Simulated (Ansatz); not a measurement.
# C: band gap under strain

How does strain move the band edges of diamond C, and do the functionals agree on it? States: no strain; -0.5 % strain along [111] alone; +4.0 % biaxial strain in the (111) plane, free along [111].

Code: Ansatz 0.2.0. PAW datasets, plane waves. Spin-unpolarised throughout; all numbers are computed.

## 1. The cell

The unstrained cell was relaxed with r2SCAN; in each strained cell the atoms were relaxed again with r2SCAN. Names of k-points are those of the unstrained zone, where strain can split equivalent points. First state: no strain.

It is cubic, Fd-3m (No. 227); a = 3.560 Å in the conventional setting, 5.64 Å³ an atom. Near C stand 4 C at 1.54 Å.

As a file:

```cif
data_structure
_symmetry_space_group_name_H-M 'Fd-3m:1'
_symmetry_Int_Tables_number 227
_cell_length_a 3.5602
_cell_length_b 3.5602
_cell_length_c 3.5602
_cell_angle_alpha 90.000
_cell_angle_beta 90.000
_cell_angle_gamma 90.000
_cell_volume 45.13
loop_
_atom_site_label
_atom_site_type_symbol
_atom_site_symmetry_multiplicity
_atom_site_Wyckoff_symbol
_atom_site_fract_x
_atom_site_fract_y
_atom_site_fract_z
_atom_site_occupancy
C1 C 8 b 0.00000 0.00000 0.50000 1
```

## 2. No strain: PBE

input.yaml

```yaml
crystal:
  lattice:
    - [0.0, 1.7801241411, 1.7801241411]
    - [1.7801241411, 0.0, 1.7801241411]
    - [1.7801241411, 1.7801241411, 0.0]
  atoms:
    - { symbol: C, position: [0.0, 0.0, 0.0] }
    - { symbol: C, position: [0.25, 0.25, 0.25] }
kpoints:
  mp_grid: { grid: [12, 12, 12] }
  band_path:
    path:
      - [0.0, 0.0, 0.0]
      - [0.5, 0.0, 0.5]
      - [0.625, 0.25, 0.625]
      - [0.375, 0.375, 0.75]
      - [0.5, 0.5, 0.5]
      - [0.5, 0.25, 0.75]
      - [0.0, 0.363281, 0.363281]
    npoints: 1
hamiltonian:
  xc: pbe
scf:
  occupations: { method: fermi_dirac, width: 0.02 }
  n_extra_bands: 4
output:
  forces: true
  stress: true
  eigenvalues: true
```

The run is started by

```
ansatz run input.yaml --threads 4 --pin off --max-ram 4608MiB --backend cpu --events-out ev --progress --plain --runs-dir out
```

The runs that follow: No strain: r2SCAN; No strain: HSE06; No strain: G0W0@PBE; -0.5 % strain along [111] alone: PBE; -0.5 % strain along [111] alone: r2SCAN; -0.5 % strain along [111] alone: HSE06; -0.5 % strain along [111] alone: G0W0@PBE; +4.0 % biaxial strain in the (111) plane, free along [111]: PBE; +4.0 % biaxial strain in the (111) plane, free along [111]: r2SCAN; +4.0 % biaxial strain in the (111) plane, free along [111]: HSE06; +4.0 % biaxial strain in the (111) plane, free along [111]: G0W0@PBE.

Before running it: what results should come out?

**Answer**, as computed:

Least gap in eV (negative: overlap), with the change from the unstrained cell in brackets. G0W0 is on its own coarse mesh.

```
                                                     state  volume change (%)           PBE        r2SCAN         HSE06          G0W0
                                                 no strain               +0.0          4.15          4.36          5.30          5.47
                           -0.5 % strain along [111] alone               -0.5  4.15 (+0.00)  4.37 (+0.01)  5.31 (+0.01)  5.48 (+0.01)
+4.0 % biaxial strain in the (111) plane, free along [111]               +7.8  3.90 (-0.25)  4.09 (-0.27)  5.01 (-0.29)  5.20 (-0.27)
```

What this shows: With HSE06, of the states in the table +4.0 % biaxial strain in the (111) plane, free along [111] shifts the gap most, by -0.295 eV. PBE and HSE06 differ by 1.15 eV on the unstrained gap, and by at most 0.05 eV on its change: the two disagree on the size of the gap but agree on its response to strain. G0W0 values are finite-basis, finite-mesh values.
